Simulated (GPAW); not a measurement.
Bi in GPAW: convergence with smearing width (eV)

Input of the first run (smearing width (eV) 0.4); the others differ in this setting and in those tied to it:

Contents of run.py:

```python
import json
import numpy as np
import spglib
from ase import Atoms
from ase.calculators.mixing import SumCalculator
from ase.constraints import FixSymmetry
from ase.filters import FrechetCellFilter
from ase.io import read, write
from ase.optimize import BFGS
from ase.stress import full_3x3_to_voigt_6_stress, voigt_6_to_full_3x3_strain, voigt_6_to_full_3x3_stress
from ase.units import GPa
from dftd3.ase import DFTD3
from gpaw import GPAW, PW

atoms = read('Bi.cif')
cell, positions, numbers = spglib.find_primitive(
    (atoms.cell[:], atoms.get_scaled_positions(), atoms.numbers), symprec=1e-4)
atoms = Atoms(numbers, cell=cell, scaled_positions=positions, pbc=True)

calc = GPAW(mode=PW(450),
            xc='MGGA_X_TPSS+MGGA_C_TPSS',
            kpts={'size': (7, 7, 7), 'gamma': True},
            occupations={'name': 'fermi-dirac', 'width': 0.4},
            nbands=15,
            convergence={'density': 1e-06, 'eigenstates': 1e-09},
            eigensolver='davidson',
            maxiter=150,
            symmetry={'tolerance': 0.001},
            txt='gpaw.txt')
atoms.calc = SumCalculator([calc, DFTD3(method='tpss', damping='d3bj')])
atoms.set_constraint(FixSymmetry(atoms))
BFGS(FrechetCellFilter(atoms), trajectory='relax.traj', logfile='-').run(fmax=0.005, steps=40)
atoms.set_constraint()
energy = atoms.get_potential_energy()
forces = atoms.get_forces()
stress = atoms.get_stress()
calc.write('gs.gpw')
write('result.traj', atoms)
print('Cell:', atoms.cell.cellpar().round(4))
print(atoms.get_scaled_positions().round(5))

gpts = tuple(int(n) for n in calc.get_number_of_grid_points())
cell = atoms.cell[:].T
dataset = spglib.get_symmetry((atoms.cell[:], atoms.get_scaled_positions(), atoms.numbers), symprec=1e-4)
rotations = [cell @ w @ np.linalg.inv(cell) for w in dataset['rotations']]
strains, clamped, relaxed = [], [], []
for v in [0, 3]:
    for e in (-0.005, 0.005):
        voigt = np.zeros(6)
        voigt[v] = e
        F = voigt_6_to_full_3x3_strain(voigt)
        a = atoms.copy()
        a.set_cell(atoms.cell[:] @ F, scale_atoms=True)
        c = GPAW(mode=PW(450),
                 xc='MGGA_X_TPSS+MGGA_C_TPSS',
                 kpts={'size': (7, 7, 7), 'gamma': True},
                 occupations={'name': 'fermi-dirac', 'width': 0.4},
                 nbands=15,
                 convergence={'density': 1e-06, 'eigenstates': 1e-09},
                 eigensolver='davidson',
                 maxiter=150,
                 symmetry={'tolerance': 0.001},
                 gpts=gpts,
                 txt=f'strain-{v}{e:+.3f}.txt')
        a.calc = SumCalculator([c, DFTD3(method='tpss', damping='d3bj')])
        s0 = s1 = a.get_stress() - stress
        print(v, e, 'clamped', (s0 / GPa).round(3), 'relaxed', (s1 / GPa).round(3), flush=True)
        for R in rotations:  # images under the point group
            eps = R @ (F - np.eye(3)) @ R.T
            strains.append(full_3x3_to_voigt_6_stress(eps) * [1, 1, 1, 2, 2, 2])
            for s, rows in ((s0, clamped), (s1, relaxed)):
                rows.append(full_3x3_to_voigt_6_stress(R @ voigt_6_to_full_3x3_stress(s) @ R.T))

C0, C = (np.linalg.lstsq(np.array(strains), np.array(s), rcond=None)[0].T / GPa for s in (clamped, relaxed))
print('Clamped-ion Cij (GPa):')
print(C0.round(1))
print('Relaxed-ion Cij (GPa):')
print(C.round(1))
json.dump({'clamped': C0.tolist(), 'relaxed': C.tolist()}, open('elastic.json', 'w'))
```

Bi.cif

```cif
data_Bi
_cell_length_a 3.96286106
_cell_length_b 3.96286106
_cell_length_c 3.96286106
_cell_angle_alpha 90.00000000
_cell_angle_beta 90.00000000
_cell_angle_gamma 90.00000000
_space_group_name_H-M_alt 'Im-3m'
_space_group_name_Hall '-I 4 2 3'
_space_group_IT_number 229
loop_
_space_group_symop_operation_xyz
'x,y,z'
'-x,-y,-z'
'-y,x,z'
'y,-x,-z'
'-x,-y,z'
'x,y,-z'
'y,-x,z'
'-y,x,-z'
'x,-y,-z'
'-x,y,z'
'-y,-x,-z'
'y,x,z'
'-x,y,-z'
'x,-y,z'
'y,x,-z'
'-y,-x,z'
'z,x,y'
'-z,-x,-y'
'z,-y,x'
'-z,y,-x'
'z,-x,-y'
'-z,x,y'
'z,y,-x'
'-z,-y,x'
'-z,x,-y'
'z,-x,y'
'-z,-y,-x'
'z,y,x'
'-z,-x,y'
'z,x,-y'
'-z,y,x'
'z,-y,-x'
'y,z,x'
'-y,-z,-x'
'x,z,-y'
'-x,-z,y'
'-y,z,-x'
'y,-z,x'
'-x,z,y'
'x,-z,-y'
'-y,-z,x'
'y,z,-x'
'-x,-z,-y'
'x,z,y'
'y,-z,-x'
'-y,z,x'
'x,-z,y'
'-x,z,-y'
'x+1/2,y+1/2,z+1/2'
'-x+1/2,-y+1/2,-z+1/2'
'-y+1/2,x+1/2,z+1/2'
'y+1/2,-x+1/2,-z+1/2'
'-x+1/2,-y+1/2,z+1/2'
'x+1/2,y+1/2,-z+1/2'
'y+1/2,-x+1/2,z+1/2'
'-y+1/2,x+1/2,-z+1/2'
'x+1/2,-y+1/2,-z+1/2'
'-x+1/2,y+1/2,z+1/2'
'-y+1/2,-x+1/2,-z+1/2'
'y+1/2,x+1/2,z+1/2'
'-x+1/2,y+1/2,-z+1/2'
'x+1/2,-y+1/2,z+1/2'
'y+1/2,x+1/2,-z+1/2'
'-y+1/2,-x+1/2,z+1/2'
'z+1/2,x+1/2,y+1/2'
'-z+1/2,-x+1/2,-y+1/2'
'z+1/2,-y+1/2,x+1/2'
'-z+1/2,y+1/2,-x+1/2'
'z+1/2,-x+1/2,-y+1/2'
'-z+1/2,x+1/2,y+1/2'
'z+1/2,y+1/2,-x+1/2'
'-z+1/2,-y+1/2,x+1/2'
'-z+1/2,x+1/2,-y+1/2'
'z+1/2,-x+1/2,y+1/2'
'-z+1/2,-y+1/2,-x+1/2'
'z+1/2,y+1/2,x+1/2'
'-z+1/2,-x+1/2,y+1/2'
'z+1/2,x+1/2,-y+1/2'
'-z+1/2,y+1/2,x+1/2'
'z+1/2,-y+1/2,-x+1/2'
'y+1/2,z+1/2,x+1/2'
'-y+1/2,-z+1/2,-x+1/2'
'x+1/2,z+1/2,-y+1/2'
'-x+1/2,-z+1/2,y+1/2'
'-y+1/2,z+1/2,-x+1/2'
'y+1/2,-z+1/2,x+1/2'
'-x+1/2,z+1/2,y+1/2'
'x+1/2,-z+1/2,-y+1/2'
'-y+1/2,-z+1/2,x+1/2'
'y+1/2,z+1/2,-x+1/2'
'-x+1/2,-z+1/2,-y+1/2'
'x+1/2,z+1/2,y+1/2'
'y+1/2,-z+1/2,-x+1/2'
'-y+1/2,z+1/2,x+1/2'
'x+1/2,-z+1/2,y+1/2'
'-x+1/2,z+1/2,-y+1/2'
loop_
_atom_site_label
_atom_site_type_symbol
_atom_site_symmetry_multiplicity
_atom_site_Wyckoff_symbol
_atom_site_fract_x
_atom_site_fract_y
_atom_site_fract_z
_atom_site_occupancy
Bi1 Bi 2 a 0.0000000000 0.0000000000 0.0000000000 1
```

Potentials or basis: GPAW PAW data sets (gpaw-data 1.2.1), pw.

Launch:

```console
$ OMP_NUM_THREADS=1 python run.py
```

This isn't the form of Bi at room conditions, which is rhombohedral.

Hardware: 1 thread of Arm Neoverse V2 (shared host).

Problem. The values tried are 0.4, 0.25, 0.15, 0.1, 0.05, 0.02, loosest first. From which on does the energy stay within 1 meV/atom of the tightest run that finished?

Solution. From 0.05 on.

| smearing width (eV) | energy less the tightest run, at zero smearing (meV/atom) | SCF cycles | CPU time (s) | peak memory (GiB) |
| --- | --- | --- | --- | --- |
| 0.4 | -22.71 | 17 | 270 | 0.74 |
| 0.25 | -8.83 | 17 | 260 | 0.74 |
| 0.15 | -2.47 | 17 | 270 | 0.86 |
| 0.1 | -1.37 | 17 | 270 | 0.74 |
| 0.05 | -0.78 | 17 | 270 | 0.74 |
| 0.02 | 0.00 | 17 | 270 | 0.74 |

Narrower smearing needs a denser k mesh, so at a fixed mesh the narrowest width isn't the most accurate. The tightest run that finished is the yardstick and may itself not be fully converged.

Caveat, for the tightest run too: the cutoff is short for stress and forces, so pressures can be off by a GPa or more; the density grid can change from cell to cell, which puts small steps into energies and stress; the PAW data sets were made with another functional, which shifts forces and pressure a little; pairwise dispersion overbinds metals, which lowers pressure and volume.
